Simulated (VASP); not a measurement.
# TiO (P4/mmm) in VASP: a series of runs

The runs below take TiO through single point, with HSE(alpha, omega).

Program: VASP 6.6.1. These are calculated values, not measurements. Logs are shortened: lines on timing, memory, paths and dates and some standing lists are left out, and cuts for length are marked.

### 1 The crystal as given

It takes space group P4/mmm (No. 123, tetragonal). Conventional cell: a = 3.009 Å, b = 3.009 Å, c = 3.680 Å, α = 90.00°, β = 90.00°, γ = 90.00°. Ti (site symmetry 4/mmm) has 2 O at 1.84 Å as nearest neighbours. Around O (site symmetry 4/mmm) lie 2 Ti at 1.84 Å.

The cell was built by a generator and needn't be a form met in nature.

### 2 Single point, HSE(alpha, omega)

The input, POSCAR:

```
TiO
1.0
    3.0093900000      0.0000000000      0.0000000000
    0.0000000000      3.0093900000      0.0000000000
    0.0000000000      0.0000000000      3.6804200000
Ti O
1 1
Direct
    0.0000000000      0.0000000000      0.0000000000
    0.0000000000      0.0000000000      0.5000000000
```

The input, INCAR.step1:

```
SYSTEM = TiO
PREC = Accurate
ENCUT = 520
EDIFF = 1E-5
ISMEAR = -1
SIGMA = 0.05
LREAL = .False.
LASPH = .True.
NELM = 100
ALGO = Normal
ISIF = 2
LWAVE = .True.
LCHARG = .False.
NBANDS = 16
GGA = PE
```

The input, INCAR.step2:

```
SYSTEM = TiO
PREC = Accurate
ENCUT = 520
EDIFF = 1E-7
ISMEAR = -1
SIGMA = 0.05
LREAL = .False.
LASPH = .True.
NELM = 100
ALGO = Normal
ISIF = 2
LWAVE = .False.
LCHARG = .False.
GGA = PE
LHFCALC = .True.
HFSCREEN = 0.2
AEXX = 0.5
PRECFOCK = Fast
NBANDS = 16
ISTART = 1
```

The input, KPOINTS:

```
Automatic mesh
0
Gamma
  5 5 4
  0 0 0
```

Potentials or basis: VASP PAW PBE potentials, release 64 (Ti_sv, O).

Run with:

```bash
cat potpaw_PBE.64/Ti_sv/POTCAR potpaw_PBE.64/O/POTCAR > POTCAR
cp INCAR.step1 INCAR
mpirun -np 1 vasp_std > vasp.out
cp INCAR.step2 INCAR
mpirun -np 1 vasp_std > vasp.out
```

OUTCAR:

```text
SYSTEM = TiO
   PREC = Accurate
   ENCUT = 520
   EDIFF = 1E-7
   ISMEAR = -1
   LREAL = .False.
   LASPH = .True.
   NELM = 100
   ISIF = 2
   GGA = PE
   LHFCALC = .True.
   HFSCREEN = 0.2
   AEXX = 0.5
   PRECFOCK = Fast
   ISTART = 1

 ion  position               nearest neighbor table
   1  0.000  0.000  0.000-   2 1.84   2 1.84
   2  0.000  0.000  0.500-   1 1.84   1 1.84

  LATTYP: Found a simple tetragonal cell.
 ALAT       =     3.0093900000
 C/A-ratio  =     1.2229787432

  Lattice vectors:

 A1 = (   3.0093900000,   0.0000000000,   0.0000000000)
 A2 = (   0.0000000000,   3.0093900000,   0.0000000000)
 A3 = (   0.0000000000,   0.0000000000,   3.6804200000)

Analysis of symmetry for initial positions (statically):
=====================================================================
 Subroutine PRICEL returns:
 Original cell was already a primitive cell.

 Routine SETGRP: Setting up the symmetry group for a
 simple tetragonal supercell.

 Subroutine GETGRP returns: Found 16 space group operations
 (whereof 16 operations were pure point group operations)
 out of a pool of 16 trial point group operations.

The static configuration has the point symmetry D_4h.

Analysis of symmetry for dynamics (positions and initial velocities):
=====================================================================
 Subroutine PRICEL returns:
 Original cell was already a primitive cell.

 Routine SETGRP: Setting up the symmetry group for a
 simple tetragonal supercell.

 Subroutine GETGRP returns: Found 16 space group operations
 (whereof 16 operations were pure point group operations)
 out of a pool of 16 trial point group operations.

The dynamic configuration has the point symmetry D_4h.

 Subroutine INISYM returns: Found 16 space group operations
 (whereof 16 operations are pure point group operations),
 and found     1 'primitive' translations

----------------------------------------------------------------------------------------

                                     Primitive cell

  volume of cell :      33.3315

  direct lattice vectors                    reciprocal lattice vectors
     3.009390000  0.000000000  0.000000000     0.332293255  0.000000000  0.000000000
     0.000000000  3.009390000  0.000000000     0.000000000  0.332293255  0.000000000
     0.000000000  0.000000000  3.680420000     0.000000000  0.000000000  0.271708120

  length of vectors
     3.009390000  3.009390000  3.680420000     0.332293255  0.332293255  0.271708120
[... 82 lines left out ...]
   POTIM  = 0.5000    time-step for ionic-motion
   TEBEG  =    0.0;   TEEND  =   0.0 temperature during run
   PSTRESS=    0.0 pullay stress
   NELECT =      18.0000    total number of electrons
   NUPDOWN=      -1.0000    fix difference up-down
   EMIN   =  10.00;   EMAX   =-10.00  energy-range for DOS
   EFERMI =   0.00;   METHOD = LEGACY
   ISMEAR =    -1;   SIGMA  =   0.05  broadening in eV -4-tet -1-fermi 0-gaus
   EFERMI_NEDOS =   21; number of points for ismear=-14 and -15
   IALGO  =     38    algorithm
   IMIX   =      1    mixing-type and parameters
     AMIX     =   0.40;   BMIX     =  1.00
     AMIX_MAG =   1.60;   BMIX_MAG =  1.00
  volume/ion in A,a.u.               =      16.67       112.47
  Fermi-wavevector in a.u.,A,eV,Ry     =   1.333156  2.519299 24.181692  1.777304
  Thomas-Fermi vector in A             =   2.462036
   LORBIT       =      0    0 simple, 1 ext, 2 COOP (PROOUT), +10 PAW based schemes
   GGA     = PE    functional components
   LHFCALC =     T    Hartree Fock is set to
   PRECFOCK=fast      Normal, Fast or Accurate (Low or Medium for compatibility)
   ENCUT4O =  -1.0   cutoff for four orbital integrals eV
   NKREDX  =     1    reduce k-point grid by
   NKREDY  =     1    reduce k-point grid by
   NKREDZ  =     1    reduce k-point grid by
   AEXX    =    0.5000 exact exchange contribution
   HFSCREEN=    0.2000 screening length (either q_TF or 0.3 A-1)
   HFSCREENC=   0.2000 screening length for correlation (either q_TF or 0.3 A-1)
   ENCUTFOCK=  -1.0 apply spherical cutoff to Coloumb kernel
   IVDW    =     0    specifies the selected vdW correction
   LEPSILON=     F    determine dielectric tensor
   LRPA    =     F    only Hartree local field effects (RPA)
 non-spin polarized calculation
  energy-cutoff  :      520.00
  volume of cell :       33.33
 maximum number of plane-waves:       910
 NGX is ok and might be reduce to    24
  NGX = 14; NGY = 14; NGZ = 16

 number of electron      17.9999993 magnetization

 Free energy of the ion-electron system (eV)
  ---------------------------------------------------
  ext. energy  EPLUGINS =         0.00000000
  ---------------------------------------------------
  free energy    TOTEN  =       -23.45123310 eV

  energy without entropy =      -23.45123196  energy(sigma->0) =      -23.45123253

 E-fermi :   3.9069     XC(G=0):  -6.4392

 val. band max:        3.3021283217   @ k =   0.4000   0.2000   0.0000
 cond. band min:       4.4221545344   @ k =   0.0000   0.0000   0.0000
 fundamental gap:      1.1200262127
 Fermi energy:         3.9069292650

 k-point     1 :       0.0000    0.0000    0.0000
  band No.  band energies     occupation
      1     -63.8486      2.00000
      2     -36.7855      2.00000
      3     -36.6248      2.00000
      4     -36.6248      2.00000
      5     -19.7132      2.00000
      6      -1.4008      2.00000
[... 319 lines left out ...]
      3     -36.8243      2.00000
      4     -36.8173      2.00000
      5     -17.8238      2.00000
      6      -4.9813      2.00000
[... 8 lines left out ...]
     15      12.7798      0.00000
     16      13.7573      0.00000

------------------------ aborting loop because EDIFF is reached ----------------------------------------

  FORCE on cell =-STRESS in cart. coord.  units (eV):
  Direction    XX          YY          ZZ          XY          YZ          ZX
  --------------------------------------------------------------------------------------
  -------------------------------------------------------------------------------------
  Total       -0.1774277     -0.1774277     -4.3759899      0.0000000      0.0000000     -0.0000000
  in kB       -8.5285993     -8.5285993   -210.3451811      0.0000000      0.0000000     -0.0000000
  external PRESSURE =     -75.8007932 kB  Pullay stress =       0.0000000 kB

 VOLUME and BASIS-vectors are now :
 -----------------------------------------------------------------------------
  energy-cutoff  :      520.00
  volume of cell :       33.33
      direct lattice vectors                 reciprocal lattice vectors
     3.009390000  0.000000000  0.000000000     0.332293255  0.000000000  0.000000000
     0.000000000  3.009390000  0.000000000     0.000000000  0.332293255  0.000000000
     0.000000000  0.000000000  3.680420000     0.000000000  0.000000000  0.271708120

 POSITION                                       TOTAL-FORCE (eV/Angst)
 -----------------------------------------------------------------------------------
      0.00000      0.00000      0.00000         0.000000      0.000000      0.000000
      0.00000      0.00000      1.84021         0.000000      0.000000      0.000000
 -----------------------------------------------------------------------------------
    total drift:                                0.000001      0.000001     -0.000000

  FREE ENERGIE OF THE ION-ELECTRON SYSTEM (eV)
  ---------------------------------------------------
  free  energy   TOTEN  =       -23.4512330979 eV

  energy  without entropy=      -23.4512319619  energy(sigma->0) =      -23.45123253
```

Wall time 9 min (1 thread of AMD EPYC 9R45 (Zen 5), shared host); peak memory 0.21 GiB.

What came out:

```yaml
Free_energy: -23.4512 eV
Pressure: -7.6 GPa
Band_gap_on_the_k_mesh: 1.12 eV, indirect (least direct gap 1.55 eV)
```

Caveat: the k mesh is coarse (spacing up to 0.43 Å⁻¹), so the values aren't converged, least of all with exact exchange; the PAW data sets were made with another functional, which shifts forces and pressure a little; an odd mesh through Γ misses points on the zone boundary, where band edges often lie.

### 3 Single point, HSE(alpha, omega)

POSCAR is that of step 2.

The input, INCAR.step1:

```
PREC = Accurate
ENCUT = 400
EDIFF = 1E-5
ISMEAR = -1
SIGMA = 0.05
LREAL = F
LASPH = F
NELM = 100
ALGO = Normal
ISIF = 2
LWAVE = T
LCHARG = F
NBANDS = 16
GGA = PE
```

The input, INCAR.step2:

```
PREC = Accurate
ENCUT = 400
EDIFF = 1E-4
ISMEAR = -1
SIGMA = 0.05
LREAL = F
LASPH = F
NELM = 100
ALGO = Normal
ISIF = 2
LWAVE = F
LCHARG = F
GGA = PE
LHFCALC = T
HFSCREEN = 0.2
AEXX = 0.05
PRECFOCK = Fast
NBANDS = 16
ISTART = 1
```

The input, KPOINTS:

```
Automatic mesh
0
Gamma
  5 5 4
```

Potentials or basis: VASP PAW PBE potentials, release 64 (Ti_sv, O).

Run with:

```bash
cat potpaw_PBE.64/Ti_sv/POTCAR potpaw_PBE.64/O/POTCAR > POTCAR
cp INCAR.step1 INCAR
mpirun -np 1 vasp_std > vasp.out
cp INCAR.step2 INCAR
mpirun -np 1 vasp_std > vasp.out
```

OUTCAR:

```text
PREC = Accurate
   ENCUT = 400
   EDIFF = 1E-4
   ISMEAR = -1
   LREAL = F
   LASPH = F
   NELM = 100
   ISIF = 2
   GGA = PE
   LHFCALC = T
   HFSCREEN = 0.2
   AEXX = 0.05
   PRECFOCK = Fast
   ISTART = 1

 ion  position               nearest neighbor table
   1  0.000  0.000  0.000-   2 1.84   2 1.84
   2  0.000  0.000  0.500-   1 1.84   1 1.84

  LATTYP: Found a simple tetragonal cell.
 ALAT       =     3.0093900000
 C/A-ratio  =     1.2229787432

  Lattice vectors:

 A1 = (   3.0093900000,   0.0000000000,   0.0000000000)
 A2 = (   0.0000000000,   3.0093900000,   0.0000000000)
 A3 = (   0.0000000000,   0.0000000000,   3.6804200000)

Analysis of symmetry for initial positions (statically):
=====================================================================
 Subroutine PRICEL returns:
 Original cell was already a primitive cell.

 Routine SETGRP: Setting up the symmetry group for a
 simple tetragonal supercell.

 Subroutine GETGRP returns: Found 16 space group operations
 (whereof 16 operations were pure point group operations)
 out of a pool of 16 trial point group operations.

The static configuration has the point symmetry D_4h.

Analysis of symmetry for dynamics (positions and initial velocities):
=====================================================================
 Subroutine PRICEL returns:
 Original cell was already a primitive cell.

 Routine SETGRP: Setting up the symmetry group for a
 simple tetragonal supercell.

 Subroutine GETGRP returns: Found 16 space group operations
 (whereof 16 operations were pure point group operations)
[... 114 lines left out ...]
     AMIX     =   0.40;   BMIX     =  1.00
     AMIX_MAG =   1.60;   BMIX_MAG =  1.00
  volume/ion in A,a.u.               =      16.67       112.47
  Fermi-wavevector in a.u.,A,eV,Ry     =   1.333156  2.519299 24.181692  1.777304
  Thomas-Fermi vector in A             =   2.462036
   LORBIT       =      0    0 simple, 1 ext, 2 COOP (PROOUT), +10 PAW based schemes
   GGA     = PE    functional components
   LHFCALC =     T    Hartree Fock is set to
   PRECFOCK=fast      Normal, Fast or Accurate (Low or Medium for compatibility)
   ENCUT4O =  -1.0   cutoff for four orbital integrals eV
   NKREDX  =     1    reduce k-point grid by
   NKREDY  =     1    reduce k-point grid by
   NKREDZ  =     1    reduce k-point grid by
   AEXX    =    0.0500 exact exchange contribution
   HFSCREEN=    0.2000 screening length (either q_TF or 0.3 A-1)
   HFSCREENC=   0.2000 screening length for correlation (either q_TF or 0.3 A-1)
   ENCUTFOCK=  -1.0 apply spherical cutoff to Coloumb kernel
   IVDW    =     0    specifies the selected vdW correction
   LEPSILON=     F    determine dielectric tensor
   LRPA    =     F    only Hartree local field effects (RPA)
 non-spin polarized calculation
  energy-cutoff  :      400.00
  volume of cell :       33.33
 maximum number of plane-waves:       618
 NGX is ok and might be reduce to    20
  NGX = 12; NGY = 12; NGZ = 14

 number of electron      17.9999985 magnetization

 Free energy of the ion-electron system (eV)
  ---------------------------------------------------
  ext. energy  EPLUGINS =         0.00000000
  ---------------------------------------------------
  free energy    TOTEN  =       -16.45524968 eV

  energy without entropy =      -16.43238951  energy(sigma->0) =      -16.44381960

 E-fermi :   3.8598     XC(G=0):  -9.4518

 val. band max:        3.8453716378   @ k =   0.4000   0.2000   0.5000
 cond. band min:       3.8929077432   @ k =   0.2000   0.0000   0.0000
 fundamental gap:      0.0475361054
 Fermi energy:         3.8597708583

 k-point     1 :       0.0000    0.0000    0.0000
  band No.  band energies     occupation
      1     -54.3964      2.00000
      2     -30.3677      2.00000
      3     -30.1984      2.00000
      4     -30.1984      2.00000
      5     -15.0357      2.00000
      6       0.8414      2.00000
[... 319 lines left out ...]
      3     -30.3903      2.00000
      4     -30.3882      2.00000
      5     -13.3858      2.00000
      6      -2.2527      2.00000
[... 8 lines left out ...]
     15      11.5782      0.00000
     16      12.8155      0.00000

------------------------ aborting loop because EDIFF is reached ----------------------------------------

  FORCE on cell =-STRESS in cart. coord.  units (eV):
  Direction    XX          YY          ZZ          XY          YZ          ZX
  --------------------------------------------------------------------------------------
  -------------------------------------------------------------------------------------
  Total       -0.7188225     -0.7188225     -0.8475483      0.0000000     -0.0000000      0.0000000
  in kB      -34.5523771    -34.5523771    -40.7399691      0.0000000     -0.0000000      0.0000000
  external PRESSURE =     -36.6149078 kB  Pullay stress =       0.0000000 kB

 VOLUME and BASIS-vectors are now :
 -----------------------------------------------------------------------------
  energy-cutoff  :      400.00
  volume of cell :       33.33
      direct lattice vectors                 reciprocal lattice vectors
     3.009390000  0.000000000  0.000000000     0.332293255  0.000000000  0.000000000
     0.000000000  3.009390000  0.000000000     0.000000000  0.332293255  0.000000000
     0.000000000  0.000000000  3.680420000     0.000000000  0.000000000  0.271708120

 POSITION                                       TOTAL-FORCE (eV/Angst)
 -----------------------------------------------------------------------------------
      0.00000      0.00000      0.00000         0.000000      0.000000      0.000000
      0.00000      0.00000      1.84021         0.000000      0.000000      0.000000
 -----------------------------------------------------------------------------------
    total drift:                               -0.000001      0.000001     -0.000000

  FREE ENERGIE OF THE ION-ELECTRON SYSTEM (eV)
  ---------------------------------------------------
  free  energy   TOTEN  =       -16.4552496840 eV

  energy  without entropy=      -16.4323895093  energy(sigma->0) =      -16.44381960
```

OSZICAR.step1:

```text
N       E                     dE             d eps       ncg     rms          rms(c)
DAV:   1     0.152720749871E+03    0.15272E+03   -0.80631E+03   576   0.103E+03
DAV:   2    -0.979995099662E+01   -0.16252E+03   -0.15582E+03   680   0.318E+02
DAV:   3    -0.203336229297E+02   -0.10534E+02   -0.10454E+02   664   0.891E+01
DAV:   4    -0.206892152388E+02   -0.35559E+00   -0.35542E+00   808   0.154E+01
DAV:   5    -0.206959043841E+02   -0.66891E-02   -0.66891E-02   680   0.180E+00    0.162E+01
DAV:   6    -0.163777276710E+02    0.43182E+01   -0.20986E+01   744   0.544E+01    0.847E+00
DAV:   7    -0.158566718609E+02    0.52106E+00   -0.33585E+00   768   0.238E+01    0.465E+00
DAV:   8    -0.157768969799E+02    0.79775E-01   -0.67088E-01   768   0.101E+01    0.183E+00
DAV:   9    -0.157449281043E+02    0.31969E-01   -0.11143E-01   696   0.414E+00    0.381E-01
DAV:  10    -0.157442332553E+02    0.69485E-03   -0.94859E-03   664   0.974E-01    0.160E-01
DAV:  11    -0.157440237467E+02    0.20951E-03   -0.67002E-04   640   0.208E-01    0.493E-02
DAV:  12    -0.157440596197E+02   -0.35873E-04   -0.11848E-04   640   0.110E-01    0.227E-02
DAV:  13    -0.157440546245E+02    0.49952E-05   -0.96666E-06   480   0.311E-02
   1 F= -.15744055E+02 E0= -.15732303E+02  d E =-.235040E-01
```

Wall time 2.4 min (1 thread of AMD EPYC 9R45 (Zen 5), shared host); peak memory 0.19 GiB.

The run converged, but some of its settings lie outside the range that counts as converged, so its numbers aren't taken as properties of the crystal.

Results:

```yaml
Free_energy: -16.4552 eV
Band_gap_on_the_k_mesh: none (metal or under the smearing width)
```

Caveat: the k mesh is coarse (spacing up to 0.43 Å⁻¹), so the values aren't converged, least of all with exact exchange; the cutoff is under 1.25 times the usual one of these potentials, so pressure, stress and relaxed cells hold a basis-set (Pulay) error; the PAW data sets were made with another functional, which shifts forces and pressure a little.
